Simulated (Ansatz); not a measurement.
H: H jump into a vacancy

Theory: DFT PBE, scalar-relativistic, plane waves, PAW (Ansatz 0.2.0). Cutoff 420 eV, Γ-centred 4×4×4 k-points, Gaussian smearing of 0.05 eV. No spin polarisation.

The perfect supercell:

```
H
1.0
     0.00000    5.11570    4.42289
     0.00000   -5.11570    4.42289
     5.44296    0.00000   -4.42289
H
16
Direct
  0.05611 0.50818 0.50000
  0.55611 0.00818 0.50000
  0.55611 0.50818 0.00000
  0.05611 0.00818 0.00000
  0.49182 0.44389 0.50000
  0.99182 0.94389 0.50000
  0.99182 0.44389 0.00000
  0.49182 0.94389 0.00000
  0.50818 0.55611 0.50000
  0.00818 0.05611 0.50000
  0.00818 0.55611 0.00000
  0.50818 0.05611 0.00000
  0.94389 0.49182 0.50000
  0.44389 0.99182 0.50000
  0.44389 0.49182 0.00000
  0.94389 0.99182 0.00000
```

Atom 1 (H) is removed, leaving a vacancy without charge, and atom 9 jumps 3.03 Å into it. The vacancy and the half-way point are each relaxed at fixed cell, keeping their symmetry. The supercell is small. The vacancy cell reads metallic on the mesh, and any unpaired electron is treated without spin.

(1) How high does the half-way point lie?

Answers

(1) Symmetry doesn't hold the atom half-way in this supercell: it slides off along the path as the atoms relax, so this start gives no barrier.

Cost: 2 runs of about 5.5 core-minutes in all, on AMD EPYC 9R45 (Zen 5) (shared hosts).